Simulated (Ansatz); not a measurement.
# TiO2 (Anatase) (I4_1/amd) in Ansatz: further runs

One crystal, TiO2 (Anatase), is run at these levels: revPBE, BLYP; tasks: relaxation of cell and atoms.

Everything below comes from runs of Ansatz 0.2.0. Logs are shortened: lines on timing, memory, paths and dates and some standing lists are left out, and cuts for length are marked.

## 1. The structure

The structure is tetragonal, space group I4_1/amd (No. 141). The conventional cell has a = 3.784 Å, b = 3.784 Å, c = 9.515 Å, α = 90.00°, β = 90.00°, γ = 90.00°. Around Ti (site symmetry -4m2) lie 6 O at 1.93 to 1.98 Å. O (site symmetry 2mm) has 3 Ti at 1.93 to 1.98 Å as nearest neighbours.

## 2. Relaxation of cell and atoms, revPBE

input.yaml reads:

```yaml
crystal:
  lattice:
    - [-1.8921, 1.8921, 4.7573]
    - [1.8921, -1.8921, 4.7573]
    - [1.8921, 1.8921, -4.7573]
  atoms:
    - { symbol: Ti, position: [0.75, 0.25, 0.5] }
    - { symbol: Ti, position: [0.0, 0.0, 0.0] }
    - { symbol: O, position: [0.7919, 0.7919, 0.0] }
    - { symbol: O, position: [0.5419, 0.0419, 0.5] }
    - { symbol: O, position: [0.9581, 0.4581, 0.5] }
    - { symbol: O, position: [0.2081, 0.2081, 0.0] }
hamiltonian:
  xc: revpbe
  pseudopotentials: { kind: paw }
kpoints:
  mp_grid: { grid: [10, 10, 10] }
scf:
  occupations: { method: fermi_dirac, width: 0.05 }
output:
  forces: true
  stress: true
relax:
  f_tol: 0.01
  max_steps: 40
  cell: { stress_tol: 0.05 }
```

Potentials or basis: Ansatz PAW.

Launch:

```bash
$ ansatz run input.yaml --threads 2 --pin off --max-ram 5632MiB --backend cpu --events-out ev --progress --plain --runs-dir out
```

What it wrote:

```text
Warning: RAYON_NUM_THREADS=2 ignored (pool sized by the plan → 2); use --threads N
basis.fft_grid_basis auto: the FFT boxes are laid along the combinations [[1, 0, 1], [0, 1, 1], [0, 0, 1]] of the cell's own vectors, 3.784, 3.784 and 5.458 Å long. The dense box has 27×27×40 points. Along the cell's own vectors, as sized, it would have 40×40×40, 2.19 times as many. Of the 16 symmetry operations that the crystal satisfies within crystal.symmetry.tolerance (time reversal apart; of a slab, those that keep its plane) the dense box along the cell's own vectors carries 16, and the one as laid loses 14 of those. basis.fft_grid_basis: typed keeps the cell's own vectors: state it where this run's energies or levels are differenced outside the engine with another run's, or held beside a run that keeps those vectors.
Engine: ansatz 0.2.0, x86_64-unknown-linux-gnu
Pseudopotentials: kind: paw
Pseudopotential: Ti, paw, valence charge 12, recommended cutoff 420 eV (normal), Ti.paw.azcp
Pseudopotential: O, paw, valence charge 6, recommended cutoff 420 eV (normal), O.paw.azcp
Functional definition: revPBE
  parameter kappa = 1.245
  parameter beta = 0.06672455060314922
  exchange = pbe_x(kappa = kappa, mu = beta*pi^2/3)
  correlation = pbe_c(beta = beta)
Crystal: 6 atoms, lattice volume = 68.125 Å³
Basis set: ecut = 420 eV, 1315 PW (Γ), FFT grids on a1+a3, a2+a3, a3, exchange–correlation on 54×54×80 points (8 copies of the dense FFT grid, shifted against one another)
Bands: 30, of which v1, the nominal top of the filled ones, is band 24 counted from 1 (23 counted from 0)
Symmetry: 16 space group operations
Space group: I41/amd (ITA 141), of the structure as read, at distance tolerance 4.1e-5 Å
k-points: 102 of 1000
Non-local potential: Ti, projectors of the file, l = 0: 3, l = 1: 2, l = 2: 3, l = 3: 1
Non-local potential: O, projectors of the file, l = 0: 2, l = 1: 2, l = 2: 1
PAW form: soft (Blöchl's): semilocal exchange-correlation on the pseudo side does not see the compensation charge
PAW frozen core: Ti, regenerated for the run's functional, and the local potential with it (the file was generated under x = pbe(κ = 0.804, μ = 0.2195149727645171), c = pbe(β = 0.06672455060314922))
PAW frozen core: O, regenerated for the run's functional, and the local potential with it (the file was generated under x = pbe(κ = 0.804, μ = 0.2195149727645171), c = pbe(β = 0.06672455060314922))
PAW one-centre angular grid: Ti, 590 points (default); XC on 64 Gauss nodes
PAW one-centre angular grid: O, 110 points (default); XC on 64 Gauss nodes
Initial density: superposition of atomic densities (neutral atoms: chi_scale 0, normalization atom), corrected by the library's trained network
Initial wavefunctions: pseudopotential atomic-orbital guess
Functional: x = revpbe(κ = 1.245, μ = 0.2195149727645171), c = pbe(β = 0.06672455060314922)
SCF iter   1: F=—  HF=-7288.637621 eV  |F-HF|=—  |Δ(HF+E_count)|=         —  Δρ=5.06e-3  dr2=1.30e-2  ethr=1.77e-3  ⟨swp⟩=4.8  Hψ=12524  notcnv=0
preconditioner: auto → none  [insulator: Δε(μ)=2.212 eV  Ē_g=9.710 eV  σ=0.050 eV  W_gap=1.00  n_scr=14 (ndim 8)  ℏωp=25.4 eV  f_vac=0.102  D(μ)=0.00/eV (n_scr^D=0)  ε∞_Penn≈7.9]
SCF iter   2: F=—  HF=-7288.641082 eV  |F-HF|=—  |Δ(HF+E_count)|=   3.46e-3  Δρ=5.64e-3  dr2=1.79e-2  ethr=2.70e-5  ⟨swp⟩=2.0  Hψ=5884  notcnv=0  defer=163
SCF iter   3: F=—  HF=-7288.638326 eV  |F-HF|=—  |Δ(HF+E_count)|=   2.76e-3  Δρ=1.73e-3  dr2=1.52e-3  ethr=2.70e-5  ⟨swp⟩=2.0  Hψ=4733  notcnv=0  defer=163
SCF iter   4: F=—  HF=-7288.638614 eV  |F-HF|=—  |Δ(HF+E_count)|=   2.88e-4  Δρ=3.91e-4  dr2=5.63e-5  ethr=3.16e-6  ⟨swp⟩=2.0  Hψ=3785  notcnv=0  defer=163
SCF iter   5: F=—  HF=-7288.638492 eV  |F-HF|=—  |Δ(HF+E_count)|=   1.22e-4  Δρ=5.95e-5  dr2=8.34e-7  ethr=1.17e-7  ⟨swp⟩=2.1  Hψ=4242  notcnv=0  defer=163
SCF iter   6: F=-7288.638494 eV  HF=-7288.638494 eV  |F-HF|=6.59e-8  |Δ(HF+E_count)|=   2.32e-6  Δρ=9.18e-6  dr2=1.84e-8  ethr=2.08e-10  ⟨swp⟩=5.0  Hψ=11828  notcnv=0
SCF 1 converged in 6 iterations: F = -7288.638494 eV  dr2 = 1.84e-8
relax step   1: F+E_penalty+E_count = -7288.63849448 eV  Δ(F+E_penalty+E_count) = +0.000e0 eV  max|allowed force component| = 1.506e-1 eV/Å  Δτ_max = 0.0000 Å  P = +8.557 GPa  Ω = 68.125 Å³  (6 SCF iters, dr2 threshold 1.00e-7 eV, accepted)
Crystal: 6 atoms, lattice volume = 70.087 Å³
Basis set: ecut = 420 eV, 1349 PW (Γ), FFT grids on a1+a3, a2+a3, a3, exchange–correlation on 54×54×80 points (8 copies of the dense FFT grid, shifted against one another)
Initial density: handed on by an earlier stage of this run
Initial wavefunctions: those handed on with the density
iter 1 solved again at ethr=2.60e-5 eV; its pass at ethr=3.10e-3 eV (dr2=1.25e-2 eV) is discarded
SCF iter   1: F=—  HF=-7288.699043 eV  |F-HF|=—  |Δ(HF+E_count)|=         —  Δρ=4.67e-3  dr2=1.35e-2  ethr=2.60e-5  ⟨swp⟩=1.1  Hψ=17263  notcnv=0
preconditioner: auto → Resta (q_TF=auto, 2.561 Å⁻¹)  ε∞=8.0  [insulator: Δε(μ)=2.109 eV  Ē_g=9.477 eV  σ=0.050 eV  W_gap=1.00  n_scr=22 (ndim 8)  ℏωp=25.1 eV  f_vac=0.118  D(μ)=0.00/eV (n_scr^D=0)  ε∞_Penn≈8.0]
[... 73 lines left out ...]
basis re-selected at this cell: Δ(F+E_penalty+E_count) = -6.454e-4 eV, ΔP = +0.008 GPa vs the last step (what re-selecting the basis moved, of the pressure what is left beyond the Pulay correction that the steps carried, after the strain that the cell walked since its last selection, with what the two solves' SCF thresholds leave and, on support functions, any second-order correction that the steps lacked; it is no measure of the basis error at this ecutwfc). This SCF's stress stands 6.48e-2 GPa from its target on what of the cell is left free (relax.cell.stress_tol is 5.00e-2 GPa) and its largest allowed force component is 2.63e-4 eV/Å (relax.f_tol is 1.00e-2 eV/Å): not within both, so this SCF does not close the relaxation
Crystal: 6 atoms, lattice volume = 71.215 Å³
iter 1 solved again at ethr=2.43e-9 eV; its pass at ethr=3.10e-3 eV (dr2=1.17e-6 eV) is discarded
SCF iter   1: F=—  HF=-7288.715490 eV  |F-HF|=—  |Δ(HF+E_count)|=         —  Δρ=6.06e-5  dr2=1.22e-6  ethr=2.43e-9  ⟨swp⟩=3.0  Hψ=17867  notcnv=0
preconditioner: auto → Resta (q_TF=auto, 2.555 Å⁻¹)  ε∞=8.0  [insulator: Δε(μ)=2.144 eV  Ē_g=9.415 eV  σ=0.050 eV  W_gap=1.00  n_scr=22 (ndim 8)  ℏωp=24.9 eV  f_vac=0.116  D(μ)=0.00/eV (n_scr^D=0)  ε∞_Penn≈8.0]
SCF iter   2: F=—  HF=-7288.715271 eV  |F-HF|=—  |Δ(HF+E_count)|=   2.19e-4  Δρ=3.29e-5  dr2=3.65e-7  ethr=2.43e-9  ⟨swp⟩=2.0  Hψ=5223  notcnv=0
SCF iter   3: F=—  HF=-7288.715271 eV  |F-HF|=—  |Δ(HF+E_count)|=   1.43e-7  Δρ=1.88e-5  dr2=2.32e-7  ethr=7.61e-10  ⟨swp⟩=2.0  Hψ=4385  notcnv=0
SCF iter   4: F=—  HF=-7288.715271 eV  |F-HF|=—  |Δ(HF+E_count)|=   1.04e-8  Δρ=5.17e-6  dr2=1.56e-8  ethr=4.83e-10  ⟨swp⟩=2.0  Hψ=4175  notcnv=0
SCF iter   5: F=-7288.715271 eV  HF=-7288.715271 eV  |F-HF|=1.23e-9  |Δ(HF+E_count)|=   9.48e-9  Δρ=1.60e-6  dr2=1.69e-9  ethr=2.19e-11  ⟨swp⟩=4.0  Hψ=9783  notcnv=0
SCF 9 converged in 5 iterations: F = -7288.715271 eV  dr2 = 1.69e-9
relax step   9: F+E_penalty+E_count = -7288.71527144 eV  Δ(F+E_penalty+E_count) = +6.340e-5 eV  max|allowed force component| = 1.386e-4 eV/Å  Δτ_max = 0.0005 Å  P = -0.001 GPa  Ω = 71.215 Å³  energy of the carried Pulay correction = -6.923e-5 eV  (5 SCF iters, dr2 threshold 1.05e-8 eV, accepted)
iter 1 solved again at ethr=5.80e-9 eV; its pass at ethr=3.10e-3 eV (dr2=2.78e-6 eV) is discarded
SCF iter   1: F=—  HF=-7288.715590 eV  |F-HF|=—  |Δ(HF+E_count)|=         —  Δρ=6.96e-6  dr2=1.38e-8  ethr=5.80e-9  ⟨swp⟩=3.8  Hψ=22181  notcnv=0
preconditioner: auto → Resta (q_TF=auto, 2.555 Å⁻¹)  ε∞=8.0  [insulator: Δε(μ)=2.145 eV  Ē_g=9.415 eV  σ=0.050 eV  W_gap=1.00  n_scr=22 (ndim 8)  ℏωp=24.9 eV  f_vac=0.116  D(μ)=0.00/eV (n_scr^D=0)  ε∞_Penn≈8.0]
SCF iter   2: F=—  HF=-7288.715371 eV  |F-HF|=—  |Δ(HF+E_count)|=   2.19e-4  Δρ=6.52e-6  dr2=2.71e-8  ethr=2.87e-11  ⟨swp⟩=3.2  Hψ=6679  notcnv=0
SCF iter   3: F=—  HF=-7288.715371 eV  |F-HF|=—  |Δ(HF+E_count)|=   2.43e-9  Δρ=3.18e-6  dr2=3.77e-9  ethr=2.87e-11  ⟨swp⟩=2.0  Hψ=4011  notcnv=0
SCF iter   4: F=—  HF=-7288.715371 eV  |F-HF|=—  |Δ(HF+E_count)|=   2.14e-9  Δρ=5.64e-7  dr2=1.51e-10  ethr=7.86e-12  ⟨swp⟩=2.1  Hψ=4037  notcnv=0
SCF iter   5: F=—  HF=-7288.715371 eV  |F-HF|=—  |Δ(HF+E_count)|=  2.81e-10  Δρ=3.26e-7  dr2=6.93e-11  ethr=1.00e-12  ⟨swp⟩=5.0  Hψ=10350  notcnv=0
SCF iter   6: F=-7288.715371 eV  HF=-7288.715371 eV  |F-HF|=1.82e-12  |Δ(HF+E_count)|=  4.37e-11  Δρ=1.81e-7  dr2=1.42e-11  ethr=1.00e-12  ⟨swp⟩=4.0  Hψ=9305  notcnv=0
SCF 10 converged in 6 iterations: F = -7288.715371 eV  dr2 = 1.42e-11
relax step  10: F+E_penalty+E_count = -7288.71537064 eV  Δ(F+E_penalty+E_count) = -9.921e-5 eV  max|allowed force component| = 1.461e-4 eV/Å  Δτ_max = 0.0000 Å  P = -0.001 GPa  Ω = 71.215 Å³  stress off target by 3.40e-3 GPa  SCF on the basis re-selected at this cell (its energy is not comparable with the rows above)  (6 SCF iters)
basis re-selected at this cell: Δ(F+E_penalty+E_count) = -9.921e-5 eV, ΔP = +0.000 GPa vs the last step (what re-selecting the basis moved, of the pressure what is left beyond the Pulay correction that the steps carried, after the strain that the cell walked since its last selection, with what the two solves' SCF thresholds leave and, on support functions, any second-order correction that the steps lacked; it is no measure of the basis error at this ecutwfc). This SCF's stress stands 3.40e-3 GPa from its target on what of the cell is left free (relax.cell.stress_tol is 5.00e-2 GPa) and its largest allowed force component is 1.46e-4 eV/Å (relax.f_tol is 1.00e-2 eV/Å): within both
SCF converged after 6 iterations
Free energy (F): -7288.715371 eV
Harris-Foulkes:  -7288.715371 eV  (|F-HF|=1.82e-12)
Internal energy: -7288.715371 eV  (E = F + TS)
E sigma→0 (E₀):  -7288.715371 eV
Fermi energy:    7.983433 eV
--- Per-component energies (eV) ---
  E_band       = -477.455524
  E_kinetic    = 1244.457287
  E_local      = -3643.958490  (includes V_loc(G=0)·N_el)
  E_nonlocal   = 192.179948
  E_hartree    = 1412.917025
  E_xc         = -493.352352
  E_vxc        = -623.355695  (∫ρ·V_xc dr)
  E_paw        = -2731.338982  (= ΣΔE_a)
  E_vpaw       = -472.622856  (= ΣTr[D̂ρ^β])
  E_aug_tail   = 0.010159  (compensation charges beyond the density's cutoff)
  E_ewald      = -3269.492482
  E_core_change = -0.137484  (= ΣΔE_core)
  E_smearing   = -0.000000  (= −TS)
  E_closure    = -0.000000  (closes the sum)
  Σ components = -7288.715371   (vs F -7288.715371, Δ=0.00e0)
--- Forces (eV/Å), atoms counted from 1 ---
  atom   1  Ti    -0.00000000    -0.00000000     0.00000000
  atom   2  Ti    -0.00000000     0.00000000     0.00000000
  atom   3  O      0.00000000     0.00000000     0.00014605
  atom   4  O      0.00000000    -0.00000000     0.00014605
  atom   5  O      0.00000000     0.00000000    -0.00014605
  atom   6  O      0.00000000    -0.00000000    -0.00014605
  max |Σ_I F_I| component: 1.46e-18 eV/Å
--- Stress (GPa, compression-positive) ---
       -0.002519       0.000000       0.000000
        0.000000      -0.002519       0.000000
       -0.000000      -0.000000       0.003400
  P = ⅓ Tr σ = -0.0005 GPa (-0.005 kbar)
--- Relaxed structure (7 steps of the walk, 7 accepted, 3 SCFs on fresh bases) ---
  F+E_penalty+E_count = -7288.71537064 eV   max|allowed force component| = 1.461e-4 eV/Å   (the final SCF, on the basis selected at the relaxed cell)
  cell:  # Å, volume = 71.2152 Å³
    - [-1.908510994567109, 1.908510994567109, 4.8879128514124295]
    - [1.908510994567109, -1.908510994567109, 4.8879128514124295]
    - [1.908510994567109, 1.908510994567109, -4.8879128514124295]
  atoms:
    - { symbol: Ti, position: [0.7499999999999999, 0.25, 0.49999999999999994] }
    - { symbol: Ti, position: [9.648027757549074e-35, 7.66329512215616e-35, 7.822961188919318e-35] }
    - { symbol: O, position: [0.7940935193750595, 0.7940935193750595, 3.92947421204614e-34] }
    - { symbol: O, position: [0.5440935193750596, 0.04409351937505949, 0.49999999999999994] }
    - { symbol: O, position: [0.9559064806249401, 0.45590648062494027, 0.49999999999999994] }
    - { symbol: O, position: [0.2059064806249405, 0.2059064806249405, 1.2626798779938447e-34] }
```

It took 2.3 min on 2 threads of Intel Xeon at 2.50GHz (Skylake/Cascade Lake), shared host; peak memory 0.5 GiB.

Results:

* Free energy: -7288.7154 eV
* Relaxed volume: 11.87 Å³/atom
* Relaxed cell: a = 5.584 Å, b = 5.584 Å, c = 5.584 Å, α = 140.03°, β = 140.03°, γ = 57.81°
* Space group after relaxing (to 0.05 Å): I4_1/amd (No. 141)
* Energy gained by relaxing: 12.8 meV/atom
* Ionic steps: 10
* Pressure after relaxing: 0.0 GPa
* Band gap on the k mesh: 2.14 eV

The path:
```
step  energy change (eV)  largest force (eV/Å)  volume (Å³)
   1              0.0000                0.1506        68.13
   2             -0.0579                0.0417        70.09
   3             -0.0620                0.0065        70.97
   4             -0.0619                0.0047        71.04
   5             -0.0621                0.0050        71.03
   6             -0.0765                0.0045        71.03
   7             -0.0762                0.0003        71.20
   8             -0.0768                0.0003        71.20
   9             -0.0768                0.0001        71.22
  10             -0.0769                0.0001        71.22
```

Final structure:
```
CELL_PARAMETERS angstrom
-1.90851 1.90851 4.88791
1.90851 -1.90851 4.88791
1.90851 1.90851 -4.88791
ATOMIC_POSITIONS crystal
Ti 0.75000 0.25000 0.50000
Ti 0.00000 0.00000 0.00000
O 0.79409 0.79409 0.00000
O 0.54409 0.04409 0.50000
O 0.95591 0.45591 0.50000
O 0.20591 0.20591 0.00000
```

Caveat: the plane-wave basis is chosen anew once the cell has moved, so the energies of steps on either side of that aren't comparable; the pressure holds a Pulay correction of +0.6 GPa for the finite cutoff; the PAW data sets come from PBE, with cores solved anew for the run's functional, which leaves a small shift of forces and pressure.

## 3. Relaxation of cell and atoms, BLYP

Changes to input.yaml since step 2:

```diff
@@ -13,3 +13,3 @@
 hamiltonian:
-  xc: revpbe
+  xc: blyp
   pseudopotentials: { kind: paw }
```

Potentials or basis: Ansatz PAW.

Launch:

```bash
$ ansatz run input.yaml --threads 2 --pin off --max-ram 5632MiB --backend cpu --events-out ev --progress --plain --runs-dir out
```

Wall time 2.4 min (2 threads of Intel Xeon at 2.50GHz (Skylake/Cascade Lake), shared host); peak memory 0.5 GiB.

It converged, with:

```yaml
Free_energy: -7298.4775 eV
Relaxed_volume: 11.96 Å³/atom
Relaxed_cell: a = 5.612 Å, b = 5.612 Å, c = 5.612 Å, α = 140.21°, β = 140.21°, γ = 57.53°
Space_group_after_relaxing_to_0.05_Å: I4_1/amd (No. 141)
Energy_gained_by_relaxing: 18.1 meV/atom
Ionic_steps: 11
Pressure_after_relaxing: 0.0 GPa
Band_gap_on_the_k_mesh: 2.11 eV
```

The path:
| step | energy change (eV) | largest force (eV/Å) | volume (Å³) |
| --- | --- | --- | --- |
| 1 | 0.0000 | 0.1899 | 68.13 |
| 2 | -0.0791 | 0.0599 | 70.46 |
| 3 | -0.0834 | 0.0168 | 71.43 |
| 4 | -0.0833 | 0.0099 | 71.51 |
| 5 | -0.0836 | 0.0039 | 71.49 |
| 6 | -0.1075 | 0.0036 | 71.49 |
| 7 | -0.1070 | 0.0006 | 71.73 |
| 8 | -0.1069 | 0.0000 | 71.75 |
| 9 | -0.1084 | 0.0001 | 71.75 |
| 10 | -0.1083 | 0.0000 | 71.77 |
| 11 | -0.1083 | 0.0001 | 71.77 |

Final structure:
```cif
data_structure
_symmetry_space_group_name_H-M 'P 1'
_symmetry_Int_Tables_number 1
_cell_length_a 5.6122
_cell_length_b 5.6122
_cell_length_c 5.6122
_cell_angle_alpha 140.213
_cell_angle_beta 140.213
_cell_angle_gamma 57.530
_cell_volume 71.77
loop_
_atom_site_label
_atom_site_type_symbol
_atom_site_fract_x
_atom_site_fract_y
_atom_site_fract_z
_atom_site_occupancy
Ti1 Ti 0.75000 0.25000 0.50000 1
Ti2 Ti 0.00000 0.00000 0.00000 1
O1 O 0.79453 0.79453 0.00000 1
O2 O 0.54453 0.04453 0.50000 1
O3 O 0.95547 0.45547 0.50000 1
O4 O 0.20547 0.20547 0.00000 1
```

Caveat: the plane-wave basis is chosen anew once the cell has moved, so the energies of steps on either side of that aren't comparable; the pressure holds a Pulay correction of +0.8 GPa for the finite cutoff; the PAW data sets come from PBE, with cores solved anew for the run's functional, which leaves a small shift of forces and pressure. BLYP gaps usually lie below the measured ones, often by a third to a half.
